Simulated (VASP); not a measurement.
SnO2 (Cassiterite) under changes of volume

One of the cells (12.161 Å³/atom); the others are scaled copies at fixed shape and fractional positions:

```
CELL_PARAMETERS angstrom
4.76938 0.00000 0.00000
0.00000 4.76938 0.00000
0.00000 0.00000 3.20760
ATOMIC_POSITIONS crystal
Sn 0.50000 0.50000 0.50000
Sn 0.00000 0.00000 0.00000
O 0.80710 0.19290 0.50000
O 0.69290 0.69290 0.00000
O 0.19290 0.80710 0.50000
O 0.30710 0.30710 0.00000
```

- Program: VASP 6.6.1
- Functional: PBEsol
- Potentials or basis: VASP PAW PBE potentials, release 64 (Sn_d, O)
- Cutoff: 520 eV
- k mesh: 6 × 6 × 8
- Occupations: fermi-dirac, width 0.05 eV
- Spin: no spin polarisation

```tsv
volume (Å³/atom)	energy over the lowest point (meV/atom)	pressure (GPa)	gap on the mesh (eV)	largest force (eV/Å)
11.207	64.25	21.4	1.92	0.511
11.445	?	?	?	?
11.684	17.07	10.2	1.41	0.316
12.161	0.00	1.1	0.95	0.148
12.399	0.83	-2.7	0.73	0.073
12.637	6.98	-6.0	0.53	0.003
```

What does the run at 11.445 Å³/atom give?

Energy over the lowest point 36.47 meV/atom; pressure 15.5 GPa; gap on the mesh 1.66 eV; largest force 0.410 eV/Å.

Worked out: A Birch-Murnaghan fit of order 3 (a polynomial in V^(-2/3)) to the other rows has its minimum at 12.24 Å³/atom with B0 = V·E''(V) = 199 GPa and B' = 4.7 at fixed shape and positions, which overstates the stiffness. It gives 36.51 meV/atom at 11.445 Å³/atom, against the run's 36.47, and -dE/dV = 15.8 GPa, against 15.5. A straight line through the other rows of the gap, of slope -11.6 eV per unit of ln V (its deformation potential), gives 1.66 eV, against the run's 1.66.

Energies are extrapolated to zero smearing.

Caveats: the PAW data sets were made with another functional, which shifts forces and pressure a little; spin-orbit coupling is left out, which moves the levels of the heavy elements.
